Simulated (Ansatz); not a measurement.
CsBr:
```yaml
crystal:
  lattice:
    - [4.32371, 0.00000, 0.00000]
    - [0.00000, 4.32371, 0.00000]
    - [0.00000, 0.00000, 4.32371]
  atoms:
    - { symbol: Cs, position: [0.00000, 0.00000, 0.00000] }
    - { symbol: Br, position: [0.50000, 0.50000, 0.50000] }
```

x, y and z are the axes in which the lattice vectors are written.

Q: Give the high-frequency dielectric tensor and the Born effective charge tensors of the independent atoms from DFPT, the program Ansatz at the r²SCAN level (PAW).

A: 
ε∞:
```
2.86  0.00  0.00
0.00  2.86  0.00
0.00  0.00  2.86
```
Z* of atom 1 (Cs), rows: field, columns: displacement, in e:
```
1.29  0.00  0.00
0.00  1.29  0.00
0.00  0.00  1.29
```
Z* of atom 2 (Br), rows: field, columns: displacement, in e:
```
-1.29   0.00   0.00
 0.00  -1.29   0.00
 0.00   0.00  -1.29
```

Static charges for comparison (Bader): Cs1 +0.84, Br2 -0.84 e. Born charges measure polarisation by displacement and can exceed these by far.

Space group Pm-3m (CsCl type). The cell was relaxed with r²SCAN under the symmetry of its start; phonons on a q-mesh show no instability. Scalar-relativistic: spin–orbit coupling is off unless named, which matters more the heavier the elements.

Potentials: the later of the program's two PAW sets.
